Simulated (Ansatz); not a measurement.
Runs of Ansatz 0.2.0 on MoS2. It takes space group R3m (No. 160, trigonal). Conventional cell: a = 3.160 Å, b = 3.160 Å, c = 18.450 Å, α = 90.00°, β = 90.00°, γ = 120.00°. Around Mo (site symmetry 3m) lie 6 S at 2.39 Å. Around S (site symmetry 3m) lie 3 Mo at 2.39 Å. S (site symmetry 3m) is surrounded by 3 Mo at 2.39 Å. Measurements of this composition are mostly on another form, of space group No. 194.

```csv
level,gap on the mesh (eV),pressure (GPa),relaxed volume (Å³/atom)
BLYP+D4,(b),0.0,17.55
BLYP+D3(BJ),0.66,0.0,(a)
revPBE+D4,0.66,0.0,16.65
revPBE+D3(BJ),0.59,0.0,16.42
```

Alike in all rows: task relaxation of cell and atoms; potentials or basis Ansatz PAW; no spin polarisation; cell relaxed; k mesh 10 × 10 × 10; cutoff (eV) 420; smearing fermi-dirac 0.05 eV.

Q: Estimate the missing entries.

A: (a) 17.13; (b) 0.74.

Caveats: the plane-wave basis is chosen anew once the cell has moved, so the energies of steps on either side of that aren't comparable; the PAW data sets come from PBE, with cores solved anew for the run's functional, which leaves a small shift of forces and pressure.

A k mesh can miss the band edges, and the runs leave out spin-orbit coupling on Mo.

Runs at the PBE level aren't shown here.
